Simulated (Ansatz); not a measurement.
**SnTe under changes of volume**

One of the cells (29.767 Å³/atom); the others are scaled copies at fixed shape and fractional positions:

```xyz
2
Lattice="3.9047 0.0000 0.0000 0.0000 3.9047 0.0000 0.0000 0.0000 3.9047" Properties=species:S:1:pos:R:3 pbc="T T T"
Te    1.9524    1.9524    1.9524
Sn    0.0000    0.0000    0.0000
```

Measurements of this composition are mostly on another form, of space group No. 225.

| Property | Result |
| --- | --- |
| Program | Ansatz 0.2.0 |
| Functional | HSE06 |
| Potentials or basis | Ansatz PAW |
| Cutoff | 420 eV (not typed: the program's choice for these potentials) |
| k mesh | 4 × 4 × 4 |
| Occupations | fermi-dirac, width 0.05 eV |
| Spin | no spin polarisation |

```tsv
volume (Å³/atom)	energy over the lowest point (meV/atom)	pressure (GPa)
27.981	5.63	1.6
28.576	?	?
29.172	0.00	-0.2
29.767	1.82	-0.8
30.362	4.79	-1.0
30.958	8.21	-1.5
31.553	14.13	-2.1
```

Task: What does the run at 28.576 Å³/atom give?

Result: Energy over the lowest point 1.18 meV/atom; pressure 0.7 GPa.

Worked out: A Birch-Murnaghan fit of order 3 (a polynomial in V^(-2/3)) to the other rows has its minimum at 29.14 Å³/atom with B0 = V·E''(V) = 31 GPa (rough, since the energies scatter). It gives 1.45 meV/atom at 28.576 Å³/atom, against the run's 1.18, and -dE/dV = 0.7 GPa, against 0.7.

Energies are extrapolated to zero smearing.

Caveats: all runs use coarse meshes; the PAW data sets come from PBE, with cores solved anew for the run's functional, which leaves a small shift of forces and pressure; the thresholds are loose for stress.
